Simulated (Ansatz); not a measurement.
# GaP: a single-point run

The task is a single-point run on GaP. The structure is shown as the input types it. The cell is built on a prototype (h-MgO type) and needn't be the phase found in nature.

Method: density functional or hybrid calculation with the settings of its input, plane waves (as first typed), in Ansatz 0.2.0.

**1. Starting point**

It takes space group P6_3/mmc (No. 194, hexagonal). Conventional cell: a = 3.993 Å, b = 3.993 Å, c = 5.929 Å, α = 90.00°, β = 90.00°, γ = 120.00°. Around Ga (site symmetry -6m2) lie 3 P at 2.31 Å. Around P (site symmetry -6m2) lie 3 Ga at 2.31 Å.

Coordinates:

```
CELL_PARAMETERS angstrom
3.99334 0.00000 0.00000
-1.99667 3.45834 0.00000
0.00000 0.00000 5.92895
ATOMIC_POSITIONS crystal
Ga 0.33333 0.66667 0.25000
Ga 0.66667 0.33333 0.75000
P 0.66667 0.33333 0.25000
P 0.33333 0.66667 0.75000
```

**2. The calculation**

Input file input.yaml:

```yaml
crystal:
  lattice:
    - [3.9933436476, 0.0, 0.0]
    - [-1.9966718238, 3.4583370449, 0.0]
    - [0.0, 0.0, 5.9289527048]
  atoms:
    - { symbol: Ga, position: [0.3333333333, 0.6666666667, 0.25] }
    - { symbol: Ga, position: [0.6666666667, 0.3333333333, 0.75] }
    - { symbol: P, position: [0.6666666667, 0.3333333333, 0.25] }
    - { symbol: P, position: [0.3333333333, 0.6666666667, 0.75] }
kpoints:
  mp_grid: { grid: [6, 6, 4] }
hamiltonian:
  xc: pbe
scf:
  occupations: { method: fermi_dirac, width: 0.02 }
  n_extra_bands: 5
  mixing: { beta: -0.3 }
  max_iter: 79
output:
  forces: true
  stress: true
  eigenvalues: true
```

Started as:

```
> ansatz run input.yaml --threads 4 --pin off --max-ram 3686MiB --backend cpu --events-out ev --progress --plain --runs-dir out
```

What happens when this is run?

The program refused the input before any cycle. It says: «invalid value for `scf.mixing.beta`: must be finite and in (0, 1]; got -0.3»

The suspect setting: scf.mixing.beta is -0.3. A value lies outside the range that the key allows.

Fix: delete scf.mixing.beta (the default then holds).
